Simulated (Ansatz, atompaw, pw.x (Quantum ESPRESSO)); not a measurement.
## La: does the PAW (atompaw) potential hold in the solid?

atompaw 4.2.0.5 input, output lines left out:

```
La 57
GGA-PBE scalarrelativistic loggrid 2001 logderivrange -5 5 251
6 6 5 4 0 0
6 0 1.5
6 1 0
5 2 1.5
4 3 0
0 0 0
c
c
c
c
v
v
c
c
c
v
v
c
c
v
v
3
3.00 2.50 2.55 2.20
n
n
y
0.55
n
y
3.8
n
custom polynom2 7 10 vanderbiltortho sinc
bessel
1.85
3.00
2.30
3.00
3.00
3.00
1.60
1.60
```

Atomic tests: cutoffs needed: 18 Ry and 35 Ry (the cutoffs (Ry, on a coarse ladder) from which the occupation-weighted sum of valence levels, in a spherical-Bessel basis at the reference potential, stays within 10 and 1 mRy of its value at 400 Ry) The cutoffs count occupied waves only; the empty 4f level needs 80 Ry at the loose tolerance.; ghost test: no extra level below or beside the all-electron valence levels (s, p, d, f tested) (spherical-Bessel basis up to 400 Ry, 20 bohr box); lowest eigenvalue of the overlap operator: 0.38 (s channel).

Crystal test: fcc La in pw.x 7.5, no spin, 11³ k-points, Fermi–Dirac smearing 0.01 Ry, cutoffs 45/450 Ry. The reference is all-electron LAPW (Ansatz 0.2.0) with the same functional, mesh and smearing; V0 and B0 come from Birch–Murnaghan fits to the pressures at five volumes. Errors are pseudo minus all-electron; Δ is the rms difference of the E(V) curves that follow from these fits, minima aligned, over ±6 % about the mean V0. Mesh and smearing are coarse, so the numbers serve the comparison and aren't converged zero-temperature values; the lattice is a test structure that the element need not adopt.

| V (Å³/atom) | P all-electron (GPa) | P pseudo (GPa) |
| --- | --- | --- |
| 35.141 | 1.54 | 2.16 |
| 36.065 | 0.81 | 1.30 |
| 36.990 | 0.14 | 0.60 |
| 37.915 | -0.46 | -0.08 |
| 38.840 | -1.01 | -0.69 |

All-electron: a0 = 5.299 Å (V0 = 37.20 Å³/atom), B0 = 25.0 GPa.

Pseudopotential: mean pressure error (GPa): +0.46; a0 (Å): 5.327; a0 error (%): +0.53; B0 error (%): +5.6; Δ (meV/atom): 3.4. This is a poor potential for the solid.

Question: At the middle volume, how do free energy and pressure move when the wave cutoff is lowered (ecutrho held at 450 Ry)?

Answer:

| cutoff (Ry) | shift of F (meV/atom) | shift of P (GPa) |
| --- | --- | --- |
| 20 | +147.3 | -1.25 |
| 27 | +25.6 | -0.06 |
| 36 | +8.7 | +0.09 |

The run at the middle volume (56 k-points, 15 iterations) took about 39 s on one core of a shared host (Intel(R) Xeon(R) 6975P-C, 192 threads, 1512 GiB, load 49).
